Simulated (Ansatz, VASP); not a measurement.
Sc: VASP beside Ansatz

INCAR

```
SYSTEM = Sc
PREC     = Accurate       ! precision mode
ENCUT    = 520            ! plane-wave cutoff, eV
EDIFF    = 1E-7           ! SCF threshold, eV
ISMEAR   = -1             ! smearing method
SIGMA    = 0.05           ! smearing width, eV
LREAL    = .False.        ! projectors in reciprocal space
LASPH    = .True.         ! aspherical terms in the spheres
NELM     = 100            ! most SCF steps
ALGO     = Normal         ! electronic algorithm
ISIF     = 2              ! what is computed and relaxed
LWAVE    = .False.        ! write WAVECAR
LCHARG   = .True.         ! write CHGCAR
LELF     = .True.         ! ELF
LVHAR    = .True.       
NBANDS   = 12             ! bands
```

File KPOINTS:

```
Automatic mesh
0
Gamma
  15 15 15
  0 0 0
```

The input POSCAR:

```
Sc
1.0
    2.5851397822      0.0000000000      0.0000000000
    0.0000000000      2.5851397822      0.0000000000
    0.0000000000      0.0000000000      2.5851397822
Sc
1
Direct
    0.0000000000      0.0000000000      0.0000000000
```

Input for Ansatz:

```yaml
crystal:
  lattice:
    - [2.5851397822, 0.0, 0.0]
    - [0.0, 2.5851397822, 0.0]
    - [0.0, 0.0, 2.5851397822]
  atoms:
    - { symbol: Sc, position: [0.0, 0.0, 0.0] }
kpoints:
  mp_grid: { grid: [15, 15, 15] }
scf:
  occupations: { method: fermi_dirac, width: 0.05 }
hamiltonian:
  xc: lda
  pseudopotentials: { kind: all_electron, lapw: { basis_error: 0.001 } }
output:
  forces: true
  stress: true
  eigenvalues: true
  populations: true
```

Change from the starting cell: volume scaled by 0.75, LAPW.

Alike in both runs: task single point; functional LDA; k mesh 15 × 15 × 15; occupations fermi-dirac, width 0.05 eV; no spin polarisation.

|  | VASP | Ansatz |
| --- | --- | --- |
| version | VASP 6.6.1 | Ansatz 0.2.0 |
| potentials or method | VASP PAW LDA potentials, release 64 (Sc_sv) | all-electron LAPW, scalar-relativistic |
| plane-wave cutoff (eV) | 520 | see its input |

Ansatz gave:

```
pressure (GPa) : 18.1
```

Q: Estimate VASP's values.

A: Pressure (GPa): 18.6.

Ansatz ran all-electron here, so the differences hold the error of VASP's frozen core and of both bases.

Caveats: so large a pressure means that the cell lies far from this level's equilibrium, or that cutoff or potentials fall short (VASP).
